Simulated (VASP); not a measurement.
Set up this calculation in VASP 6.6.1, as the native input.

```
Task                   : relaxation of the atoms
Functional             : PBE
Dispersion             : D3(BJ)
Potentials or basis    : VASP PAW PBE potentials, release 64 (Be, H)
Cutoff                 : 520 eV
k mesh                 : 3 × 3 × 2
Occupations            : fermi-dirac, width 0.15 eV
Spin                   : no spin polarisation
Dipole correction      : no
Further INCAR settings : LREAL = Auto; ALGO = Normal; EDIFF = 1e-07; IBRION = 2; EDIFFG = -0.08; NSW = 45
```

The structure of Be16H (a cell with a defect) lies in POSCAR:

```
Be16H
1.0
   -2.2900000000     -3.9663960000      0.0000000000
    3.4350000000     -1.9831980000      0.0000000000
    0.0000000000      0.0000000000      7.1768600000
Be H
16 1
Direct
    0.7500000000      0.5000000000      0.0000000000
    0.5000000000      0.3333333000      0.2500000000
    0.7500000000      0.5000000000      0.5000000000
    0.5000000000      0.3333333000      0.7500000000
    0.5000000000      0.0000000000      0.0000000000
    0.2500000000      0.8333333000      0.2500000000
    0.5000000000      0.0000000000      0.5000000000
    0.2500000000      0.8333333000      0.7500000000
    0.2500000000      0.5000000000      0.0000000000
    0.0000000000      0.3333333000      0.2500000000
    0.2500000000      0.5000000000      0.5000000000
    0.0000000000      0.3333333000      0.7500000000
    0.0000000000      0.0000000000      0.0000000000
    0.7500000000      0.8333333000      0.2500000000
    0.0000000000      0.0000000000      0.5000000000
    0.7500000000      0.8333333000      0.7500000000
    0.7417306000      0.1795840000      0.8751205000
```

The cell was built by a generator and needn't be a form met in nature.

One way to write it, as run:

INCAR

```
  ALGO = Normal
  EDIFF = 1E-7
  EDIFFG = -0.08
  ENCUT = 520
  GGA = PE
  IBRION = 2
  ISIF = 2
  ISMEAR = -1
  IVDW = 12
  LASPH = True
  LCHARG = False
  LREAL = Auto
  LWAVE = False
  NELM = 100
  NSW = 45
  PREC = Accurate
  SIGMA = 0.15
```

KPOINTS

```
k-points
0
Gamma
  3 3 2
```

Potentials or basis: VASP PAW PBE potentials, release 64 (Be, H).

Command:

```bash
$ cat potpaw_PBE.64/Be/POTCAR potpaw_PBE.64/H/POTCAR > POTCAR
$ mpirun -np 1 vasp_std > vasp.out
```

Results of the run:

- Energy gained by relaxing: 6.6 meV/atom
- Ionic steps: 5
- Pressure after relaxing: -7.4 GPa
- Largest force after relaxing: 0.057 eV/Å
- Band gap on the k mesh: none (metal or under the smearing width)
- Dispersion energy per atom: -0.336 eV

Caveat: the k mesh is coarse (spacing up to 0.53 Å⁻¹), so the values aren't converged; the relaxation stopped at a loose force limit of 0.08 eV/Å, so its end isn't a converged minimum.

Wall time 2 min on 1 thread of AMD EPYC 9R45 96-Core Processor (Zen 5), with other jobs on the host, peak memory 0.23 GiB.
